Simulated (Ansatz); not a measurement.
Input of an Ansatz 0.2.0 run:

Contents of input.yaml:

```yaml
crystal:
  lattice:
    - [0.0, 1.737572933, 1.737572933]
    - [1.737572933, 0.0, 1.737572933]
    - [1.737572933, 1.737572933, 0.0]
  atoms:
    - { symbol: Ni, position: [0.0, 0.0, 0.0], spin: 1.0 }
kpoints:
  mp_grid: { grid: [13, 13, 13] }
  band_path:
    path:
      - [0.0, 0.0, 0.0]
      - [0.5, 0.0, 0.5]
      - [0.5, 0.25, 0.75]
      - [0.375, 0.375, 0.75]
      - [0.0, 0.0, 0.0]
      - [0.5, 0.5, 0.5]
      - [0.625, 0.25, 0.625]
      - [0.5, 0.25, 0.75]
    npoints: 12
scf:
  occupations: { method: fermi_dirac, width: 0.05 }
hamiltonian:
  xc: pbe
  pseudopotentials: { kind: all_electron, lapw: { basis_error: 0.001 } }
magnetization:
  spin_polarized: true
output:
  forces: true
  stress: true
  eigenvalues: true
```

Potentials or basis: all-electron LAPW, scalar-relativistic.

The run is started by

```console
$ ansatz run input.yaml --threads 2 --pin off --max-ram 6144MiB --backend cpu --events-out ev --progress --plain --runs-dir out
```

Question: Predict the net moment.

Answer: 0.63 μB per cell.

Question: What does it give for the pressure?

Answer: 8.1 GPa.

Question: Estimate the band gap along the path.

Answer: None (metal or under the smearing width).

Levels at the corners of the path, in eV from the Fermi level:
Spin up:
| point | band 7 | band 8 | band 9 | band 10 | band 11 | band 12 |
| --- | --- | --- | --- | --- | --- | --- |
| Γ | -2.56 | -2.56 | -1.31 | -1.31 | 23.76 | 27.97 |
| X | -0.55 | -0.47 | -0.47 | 2.35 | 9.47 | 15.02 |
| W | -3.26 | -1.38 | -0.47 | 7.84 | 7.84 | 10.13 |
| K | -2.24 | -1.14 | -0.74 | 5.78 | 7.39 | 10.19 |
| Γ | -2.56 | -2.56 | -1.31 | -1.31 | 23.76 | 27.97 |
| L | -2.55 | -0.61 | -0.61 | -0.48 | 5.85 | 22.28 |
| U | -2.24 | -1.14 | -0.74 | 5.78 | 7.39 | 10.19 |
| W | -3.26 | -1.38 | -0.47 | 7.84 | 7.84 | 10.13 |
Spin down:
```csv
point,band 6,band 7,band 8,band 9,band 10,band 11
Γ,-1.80,-1.80,-1.80,-0.72,-0.72,23.60
X,-3.82,0.06,0.42,0.42,2.31,9.72
W,-2.64,-2.64,-0.82,0.42,8.04,8.04
K,-3.39,-1.62,-0.56,0.13,6.01,7.59
Γ,-1.80,-1.80,-1.80,-0.72,-0.72,23.60
L,-1.93,-1.93,-0.53,0.16,0.16,6.30
U,-3.39,-1.62,-0.56,0.13,6.01,7.59
W,-2.64,-2.64,-0.82,0.42,8.04,8.04
```
